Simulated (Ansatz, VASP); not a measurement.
Two plane-wave programs on SnTe

INCAR

```
ALGO     = Normal         # electronic algorithm
CSHIFT   = 0.1          
EDIFF    = 1E-6           # SCF threshold, eV
ENCUT    = 520            # plane-wave cutoff, eV
GGA      = PE             # functional
ISIF     = 2              # what is computed and relaxed
ISMEAR   = 0              # smearing method
LASPH    = T              # aspherical terms in the spheres
LCHARG   = F              # write CHGCAR
LOPTICS  = T              # frequency-dependent dielectric function
LREAL    = F              # projectors in reciprocal space
LWAVE    = F              # write WAVECAR
NBANDS   = 34             # bands
NEDOS    = 1000           # points of the DOS
NELM     = 60             # most SCF steps
PREC     = Accurate       # precision mode
SIGMA    = 0.02           # smearing width, eV
```

The input KPOINTS:

```
k-points
0
Gamma
  7 7 7
```

POSCAR

```
SnTe
1.0
    0.0000000000      3.1508500000      3.1508500000
    3.1508500000      0.0000000000      3.1508500000
    3.1508500000      3.1508500000      0.0000000000
Te Sn
1 1
Direct
    0.5000000000      0.5000000000      0.5000000000
    0.0000000000      0.0000000000      0.0000000000
```

Contents of input.yaml:

```yaml
crystal:
  lattice:
    - [0.0, 3.15085, 3.15085]
    - [3.15085, 0.0, 3.15085]
    - [3.15085, 3.15085, 0.0]
  atoms:
    - { symbol: Te, position: [0.5, 0.5, 0.5] }
    - { symbol: Sn, position: [0.0, 0.0, 0.0] }
hamiltonian:
  xc: pbe
  pseudopotentials: { kind: paw }
kpoints:
  mp_grid: { grid: [7, 7, 7] }
scf:
  occupations: { method: gaussian, width: 0.02 }
output:
  forces: true
  stress: true
  eigenvalues: true
```

Alike in both runs: functional PBE; k mesh 7 × 7 × 7; occupations gaussian, width 0.02 eV; no spin polarisation.

```csv
,VASP,Ansatz
version,VASP 6.6.1,Ansatz 0.2.0
potentials or method,"VASP PAW PBE potentials, release 64 (Te, Sn_d)",Ansatz PAW
plane-wave cutoff (eV),520,420
valence electrons in the cell,20,30
task,optical spectrum,single point
```

```tsv
	VASP	Ansatz	Ansatz less VASP
gap on the k mesh at the Fermi level (eV)	0.66	0.66	+0.001
least direct gap on the mesh (eV)	0.66	0.66	+0.001
pressure (GPa)	2.2	2.2	+0.03
```

The two sets of potentials don't hold the same shells in valence.

Caveats: spectra need much finer meshes, so this one isn't converged (VASP); independent-particle spectra lack excitons (VASP). Spin-orbit coupling is left out, which matters for the levels of Te.
